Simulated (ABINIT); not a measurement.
## TiSi: band structure with PBEsol

TiSi:

```
CELL_PARAMETERS angstrom
1.81618 -2.11762 0.00000
1.81618 2.11762 0.00000
0.00000 0.00000 3.80393
ATOMIC_POSITIONS crystal
Ti 0.50000 0.50000 0.00000
Si 0.00000 0.00000 0.50000
```

The cell comes from a database or a generator and needn't be the stable form of this composition.

| Item | Value |
| --- | --- |
| Program | ABINIT 10.8.3 (patched build) |
| Task | band structure |
| Functional | PBEsol |
| Potentials or basis | PseudoDojo NC SR PBEsol v0.4.1 standard |
| Cutoff | 1143 eV |
| k mesh | 10 × 10 × 7 |
| Occupations | fermi-dirac, width 0.05 eV |
| Spin | no spin polarisation |

- Pressure: -4.4 GPa
- Band gap on the k mesh: none (metal or under the smearing width)
- Valence electrons inside the program's atomic spheres: Ti 9.60; Si 1.73

Stress tensor (GPa, compression positive):
```
-4.77  0.00  0.00
 0.00 -4.38  0.00
 0.00  0.00 -3.90
```

Levels at the corners of the path, in eV from the Fermi level:
| point | band 5 | band 6 | band 7 | band 8 | band 9 | band 10 | band 11 | band 12 |
| --- | --- | --- | --- | --- | --- | --- | --- | --- |
| Γ | -11.67 | -2.38 | -1.61 | -1.08 | 1.70 | 2.37 | 2.93 | 5.22 |
| X | -5.83 | -3.58 | -2.79 | -0.71 | -0.69 | -0.14 | 3.36 | 3.88 |
| S | -7.57 | -6.28 | -2.81 | -0.80 | 1.68 | 2.37 | 4.31 | 4.82 |
| R | -7.86 | -4.75 | -2.57 | -1.69 | 1.43 | 1.84 | 1.88 | 3.34 |
| A | -4.67 | -4.63 | -3.65 | -1.93 | 2.07 | 2.13 | 2.55 | 4.16 |
| Z | -10.30 | -6.45 | -0.78 | 0.61 | 0.65 | 1.71 | 3.01 | 7.02 |
| Γ | -11.67 | -2.38 | -1.61 | -1.08 | 1.70 | 2.37 | 2.93 | 5.22 |
| Y | -5.76 | -3.70 | -1.46 | -1.24 | -0.83 | -0.27 | 2.88 | 3.21 |
| X1 | -5.83 | -3.58 | -2.79 | -0.71 | -0.69 | -0.14 | 3.36 | 3.88 |
| A1 | -4.67 | -4.63 | -3.65 | -1.93 | 2.07 | 2.13 | 2.55 | 4.16 |
| T | -4.80 | -3.79 | -3.32 | -3.07 | 2.18 | 2.62 | 2.70 | 4.12 |
| Y | -5.76 | -3.70 | -1.46 | -1.24 | -0.83 | -0.27 | 2.88 | 3.21 |

Run time: 4.6 min on 1 thread of Arm Neoverse V1 (shared host), peak memory 0.22 GiB.
